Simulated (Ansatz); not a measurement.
# Ti3C2: the cost of one run

Program: Ansatz 0.2.0. Level of theory: DFT r2SCAN, scalar-relativistic, plane waves, PAW. These are calculated values, not measurements.

1 further run of the same task is left out (set aside as unsound or not needed). Runs told in other sessions of the task aren't counted.

## 1. Starting point

Symmetry: P6_3/mmc, No. 194, hexagonal system. The conventional cell has a = 3.064 Å, b = 3.064 Å, c = 15.119 Å, α = 90.00°, β = 90.00°, γ = 120.00°. Ti (site symmetry 3m) is surrounded by 3 C at 2.06 Å. Ti (site symmetry -3m) is surrounded by 6 C at 2.19 Å. C (site symmetry 3m) is surrounded by 6 Ti at 2.06 to 2.19 Å.

As a file:

```cif
data_structure
_symmetry_space_group_name_H-M 'P6_3/mmc'
_symmetry_Int_Tables_number 194
_cell_length_a 3.0640
_cell_length_b 3.0640
_cell_length_c 15.1185
_cell_angle_alpha 90.000
_cell_angle_beta 90.000
_cell_angle_gamma 120.000
_cell_volume 122.92
loop_
_atom_site_label
_atom_site_type_symbol
_atom_site_symmetry_multiplicity
_atom_site_Wyckoff_symbol
_atom_site_fract_x
_atom_site_fract_y
_atom_site_fract_z
_atom_site_occupancy
Ti1 Ti 4 f 0.33333 0.66667 0.84420 1
Ti2 Ti 2 a 0.00000 0.00000 0.00000 1
C1 C 4 f 0.66667 0.33333 0.91416 1
```

It goes back to an entry of the Materials Project, which need not be the stable form.

This cell was relaxed beforehand with the same method: volume 12.29 Å³/atom, gap on the mesh none (metal).

## 2. Volume × 0.97

File input.yaml:

```yaml
crystal:
  lattice:
    - [3.0330952096, 0.0, 0.0]
    - [-1.5165476048, 2.6267375036, 0.0]
    - [0.0, 0.0, 14.9657954489]
  atoms:
    - { symbol: Ti, position: [0.3333333333, 0.6666666667, 0.8441961073] }
    - { symbol: Ti, position: [0.6666666667, 0.3333333333, 0.3441961073] }
    - { symbol: Ti, position: [0.6666666667, 0.3333333333, 0.1558038927] }
    - { symbol: Ti, position: [0.3333333333, 0.6666666667, 0.6558038927] }
    - { symbol: Ti, position: [0.0, 0.0, 0.0] }
    - { symbol: Ti, position: [0.0, 0.0, 0.5] }
    - { symbol: C, position: [0.6666666667, 0.3333333333, 0.9141626301] }
    - { symbol: C, position: [0.3333333333, 0.6666666667, 0.4141626301] }
    - { symbol: C, position: [0.6666666667, 0.3333333333, 0.5858373699] }
    - { symbol: C, position: [0.3333333333, 0.6666666667, 0.0858373699] }
basis:
  ecutwfc: 500
kpoints:
  mp_grid: { grid: [12, 12, 4] }
hamiltonian:
  xc: r2scan
scf:
  occupations: { method: gaussian, width: 0.1 }
output:
  forces: true
  stress: true
  eigenvalues: true
relax:
  adjacent_minimum: "off"
  f_tol: 0.01
  max_steps: 30
  cell: { stress_tol: 0.1, fix: [volume] }
```

Launch:

```
> ansatz run input.yaml --threads 2 --pin off --max-ram 5120MiB --backend cpu --events-out ev --progress --plain --runs-dir out
```

What time and memory should one allow on 2 threads of Arm Neoverse V2, shared host?

About 1.9 min, with a peak of 0.91 GiB.
